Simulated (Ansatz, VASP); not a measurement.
One calculation of Ir, two programs

The input INCAR:

```
PREC = Accurate ; ENCUT = 520
EDIFF = 1E-6 ; ISMEAR = 0
SIGMA = 0.1 ; LREAL = False
LASPH = True ; NELM = 100
ALGO = Normal ; ISIF = 2
LWAVE = False ; LCHARG = False
GGA = PS ; NBANDS = 16
```

File KPOINTS:

```
Automatic mesh
0
Gamma
  9 9 4
```

POSCAR

```
Ir
1.0
    2.7513778946      0.0000000000      0.0000000000
   -1.3756889473      2.3827631521      0.0000000000
    0.0000000000      0.0000000000      4.4622900000
Ir
2
Direct
    0.6666666700      0.3333333300      0.7500000000
    0.3333333300      0.6666666700      0.2500000000
```

Input for Ansatz:

```yaml
crystal:
  lattice:
    - [2.7513778946, 0.0, 0.0]
    - [-1.3756889473, 2.3827631521, 0.0]
    - [0.0, 0.0, 4.46229]
  atoms:
    - { symbol: Ir, position: [0.66666667, 0.33333333, 0.75] }
    - { symbol: Ir, position: [0.33333333, 0.66666667, 0.25] }
basis:
  ecutwfc: 420
kpoints:
  mp_grid: { grid: [9, 9, 4] }
hamiltonian:
  xc: pbesol
scf:
  occupations: { method: gaussian, width: 0.1 }
  lower_state_search: "off"
output:
  forces: true
  stress: true
  eigenvalues: true
```

Alike in both runs: task single point; functional PBEsol; k mesh 9 × 9 × 4; occupations gaussian, width 0.1 eV; no spin polarisation.

```csv
,VASP,Ansatz
version,VASP 6.6.1,Ansatz 0.2.0
potentials or method,"VASP PAW PBE potentials, release 64 (Ir)","scalar-relativistic, plane waves, PAW"
plane-wave cutoff (eV),520,420
valence electrons in the cell,18,34
```

Ansatz gave:

* gap on the k mesh at the Fermi level (eV): none
* pressure (GPa): -13.0
* largest component of the traceless stress (GPa): 0.12

What did VASP give for the same quantities?

gap on the k mesh at the Fermi level (eV): none; pressure (GPa): -12.3; largest component of the traceless stress (GPa): 0.11.

A gap of «none» marks a metal or a gap that the smearing closes. The two sets of potentials don't hold the same shells in valence.

Caveats: the PAW data sets were made with another functional, which shifts forces and pressure a little (VASP). The runs have no spin-orbit coupling, so splittings on Ir are missing.
